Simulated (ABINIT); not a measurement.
# C: single point with LDA

The system is C, a slab with vacuum.

```
C
1.0
     2.45623    0.00000    0.00000
    -1.22811    2.12716    0.00000
     0.00000    0.00000   24.13396
C
4
Direct
  0.66667 0.33333 0.57048
  0.33333 0.66667 0.42952
  0.00000 0.00000 0.42953
  0.00000 0.00000 0.57047
```

```yaml
Program: ABINIT 10.8.3 (patched build)
Task: single point
Functional: LDA
Potentials_or_basis: PseudoDojo NC SR LDA v0.4.1 standard
Cutoff: 844 eV
k_mesh: 9 × 9 × 2
Occupations: fermi-dirac, width 0.05 eV
Spin: no spin polarisation
```

```yaml
Largest_force: 0.034 eV/Å
Band_gap_on_the_k_mesh: none (metal or under the smearing width)
All_electrons_inside_the_program's_atomic_spheres: C 4.77, 4.76 (radii [1.0584] Å)
```

Forces in eV/Å, atoms in the order of the input:
```
C    0.000  0.000 -0.002
C    0.000  0.000  0.002
C    0.000  0.000  0.034
C    0.000  0.000 -0.034
```

Levels at points of the mesh, in eV from the Fermi level:
```tsv
k point	band 4	band 5	band 6	band 7	band 8	band 9	band 10	band 11	band 12
(0.00, 0.00, 0.00)	-7.24	-3.00	-3.00	-2.99	-2.99	3.47	3.99	4.61	5.27
(0.00, 0.00, 0.50)	-7.24	-3.00	-3.00	-3.00	-3.00	3.47	3.98	4.69	5.03
```

Wall time 2.5 min on 1 thread of Arm Neoverse V2 (shared host), peak memory 0.11 GiB.
